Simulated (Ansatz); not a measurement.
An Ansatz input:

```yaml
crystal:
  lattice:
    - [5.4556965448, 3.1498478687, 1.479892997]
    - [-5.4556965448, 3.1498478687, 1.479892997]
    - [0.0, -6.2996957375, 1.479892997]
  atoms:
    - { symbol: S, position: [0.5887063044, 0.3581783185, 0.2538955609] }
    - { symbol: S, position: [0.2538955609, 0.5887063044, 0.3581783185] }
    - { symbol: S, position: [0.3581783185, 0.2538955609, 0.5887063044] }
    - { symbol: S, position: [0.4112936956, 0.6418216815, 0.7461044391] }
    - { symbol: S, position: [0.7461044391, 0.4112936956, 0.6418216815] }
    - { symbol: S, position: [0.6418216815, 0.7461044391, 0.4112936956] }
hamiltonian:
  xc: r2scan
  pseudopotentials:
    kind: paw
    azcp:
      S: "pseudopotentials/S.paw.azcp"
basis:
  ecutwfc: 500
  fft_grid_basis: typed
kpoints:
  mp_grid: { grid: [7, 7, 7], shift: [0, 0, 0] }
magnetization:
  spin_polarized: false
scf:
  occupations: { method: fermi_dirac, width: 0.05 }
```

and its output:

```
Engine: ansatz 0.2.0, x86_64-unknown-linux-gnu
Pseudopotentials: kind: paw
Pseudopotential: S, paw, valence charge 6, recommended cutoff 500 eV (meta_gga) 
Functional definition: r2SCAN
  parameter k0 = 0.174
  parameter k1 = 0.065
  parameter a1 = 4.9479
  exchange = r2scan_x(k0 = k0, k1 = k1, a1 = a1)
  correlation = r2scan_c
Crystal: 6 atoms, lattice volume = 152.588 Å³
Basis set: ecut = 500 eV, 3893 PW (Γ), exchange–correlation on 192×192×192 points (64 copies of the dense FFT grid, shifted against one another)
Bands: 24, of which v1, the nominal top of the filled ones, is band 18 counted from 1 (17 counted from 0)
Symmetry: 6 space group operations
Space group: R-3 (ITA 148), of the structure as read, at distance tolerance 5.3e-5 Å
k-points: 60 of 343
Non-local potential: S, projectors of the file, l = 0: 2, l = 1: 2, l = 2: 2
PAW form: soft (Blöchl's): semilocal exchange-correlation on the pseudo side does not see the compensation charge
PAW frozen core: S, regenerated for the run's functional (the file was generated under x = pbe(κ = 0.804, μ = 0.2195149727645171), c = pbe(β = 0.06672455060314922))
PAW one-centre angular grid: S, 302 points (default); XC on 160 Gauss nodes
Initial density: superposition of atomic densities (neutral atoms: chi_scale 0, normalization atom), corrected by the library's trained network
Initial wavefunctions: pseudopotential atomic-orbital guess
Functional: x = r2scan, c = r2scan; τ floored in thin density (d = 2e-4 eV/Å³)
SCF iter   1: F=—  HF=-5434.560565 eV  |F-HF|=—  |Δ(HF+E_count)|=         —  Δρ=6.23e-3  dr2=5.94e-2  dr2_τ=9.38e-2  ethr=1.77e-3  ⟨swp⟩=7.2  Hψ=8088  notcnv=0
SCF iter   2: F=—  HF=-5434.588489 eV  |F-HF|=—  |Δ(HF+E_count)|=   2.79e-2  Δρ=3.26e-3  dr2=1.22e-2  dr2_τ=3.11e-4  ethr=1.65e-4  ⟨swp⟩=3.0  Hψ=3258  notcnv=0  defer=72
SCF iter   3: F=—  HF=-5434.585010 eV  |F-HF|=—  |Δ(HF+E_count)|=   3.48e-3  Δρ=5.01e-4  dr2=2.75e-4  dr2_τ=1.42e-5  ethr=3.40e-5  ⟨swp⟩=2.0  Hψ=2087  notcnv=0  defer=72
SCF iter   4: F=—  HF=-5434.585120 eV  |F-HF|=—  |Δ(HF+E_count)|=   1.09e-4  Δρ=9.64e-5  dr2=1.57e-5  dr2_τ=3.80e-7  ethr=7.63e-7  ⟨swp⟩=2.6  Hψ=2524  notcnv=0  defer=72
SCF iter   5: F=—  HF=-5434.585078 eV  |F-HF|=—  |Δ(HF+E_count)|=   4.16e-5  Δρ=1.42e-5  dr2=3.20e-7  dr2_τ=9.75e-9  ethr=4.35e-8  ⟨swp⟩=2.1  Hψ=2098  notcnv=0  defer=72
SCF iter   6: F=-5434.585078 eV  HF=-5434.585078 eV  |F-HF|=9.67e-9  |Δ(HF+E_count)|=   2.40e-7  Δρ=2.82e-6  dr2=1.45e-8  dr2_τ=6.59e-10  ethr=2.78e-10  ⟨swp⟩=2.7  Hψ=2979  notcnv=0
SCF 1 converged in 6 iterations: F = -5434.585078 eV  dr2 = 1.45e-8
SCF converged after 6 iterations
Free energy (F): -5434.585078 eV
Harris-Foulkes:  -5434.585078 eV  (|F-HF|=9.67e-9)
Internal energy: -5434.585078 eV  (E = F + TS)
E sigma→0 (E₀):  -5434.585078 eV
Fermi energy:    4.072103 eV
--- Per-component energies (eV) ---
  E_band       = -134.250317
  E_kinetic    = 633.892640
  E_local      = -1072.165310  (includes V_loc(G=0)·N_el)
  E_nonlocal   = 172.126410
  E_hartree    = 348.264042
  E_xc         = -545.259333
  E_vxc        = -562.105576  (∫ρ·V_xc dr)
  E_paw        = -3656.537954  (= ΣΔE_a)
  E_vpaw       = -30.460031  (= ΣTr[D̂ρ^β])
  E_aug_tail   = 0.000006  (compensation charges beyond the density's cutoff)
  E_vtau       = 27.931346  (kinetic-family band-sum trace: ∫τ·v_τ [+ j·A + Jᵃ·Aᵃ] dr)
  E_ewald      = -1314.246979
  E_core_change = -0.658601  (= ΣΔE_core)
  E_smearing   = -0.000000  (= −TS)
  E_closure    = 0.000000  (closes the sum)
  Σ components = -5434.585078   (vs F -5434.585078, Δ=0.00e0)
```

Launched by

```sh
ansatz run input.yaml --threads 1 --pin off --max-ram 3584MiB --backend cpu --events-out ev --progress --plain --runs-dir out
```

On 1 thread of Intel(R) Xeon(R) Platinum 8259CL CPU @ 2.50GHz (Skylake/Cascade Lake) (shared host) this took about 21 s of wall time and 21 s of CPU time.
